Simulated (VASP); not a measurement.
Runs of VASP 6.6.1 on BP. It takes space group F-43m (No. 216, cubic). Conventional cell: a = 4.532 Å, b = 4.532 Å, c = 4.532 Å, α = 90.00°, β = 90.00°, γ = 90.00°. B (site symmetry -43m) has 4 P at 1.96 Å as nearest neighbours. P (site symmetry -43m) is surrounded by 4 B at 1.96 Å. The cell is a database's computed one.

```csv
task,level,potentials or basis,cell,k mesh,cutoff (eV),mesh quality,gap on the mesh (eV),pressure (GPa),relaxed volume (Å³/atom)
relaxation of cell and atoms,PBE+D3(BJ),"VASP PAW PBE potentials, release 64 (B, P)",relaxed,10 × 10 × 10,600,not flagged,(b),0.0,11.43
relaxation of cell and atoms,PBEsol,"VASP PAW PBE potentials, release 64 (B, P)",relaxed,10 × 10 × 10,600,not flagged,1.12,0.0,11.55
single point,PBEsol,"VASP PAW PBE potentials, release 64 (B, P)",as given,10 × 10 × 10,520,not flagged,1.13,-1.2,-
relaxation of cell and atoms,PBE,"VASP PAW PBE potentials, release 64 (B, P)",relaxed,10 × 10 × 10,600,not flagged,1.25,0.0,11.75
relaxation of cell and atoms,PBEsol,"VASP PAW PBE potentials, release 64 (B, P)",relaxed,4 × 4 × 4,600,coarse,1.19,0.0,11.63
relaxation of cell and atoms,PBEsol,"VASP PAW PBE potentials, release 64 (B, P)",relaxed,10 × 10 × 10,580,not flagged,1.12,0.0,11.55
relaxation of cell and atoms,RPBE,"VASP PAW PBE potentials, release 64 (B, P)",relaxed,10 × 10 × 10,600,not flagged,1.28,0.0,(a)
relaxation of cell and atoms,PBEsol,"VASP PAW PBE potentials, release 64 (B_s, P)",relaxed,10 × 10 × 10,480,not flagged,1.12,0.0,11.55
```

Alike in all rows: no spin polarisation; smearing gaussian 0.02 eV.

Task: Estimate the missing entries.

Result: (a) 11.94; (b) 1.21.

Caveats: some runs use coarse meshes; the PAW data sets were made with another functional, which shifts forces and pressure a little (some runs).

A k mesh can miss the band edges.

Not every run made on this cell is shown here.
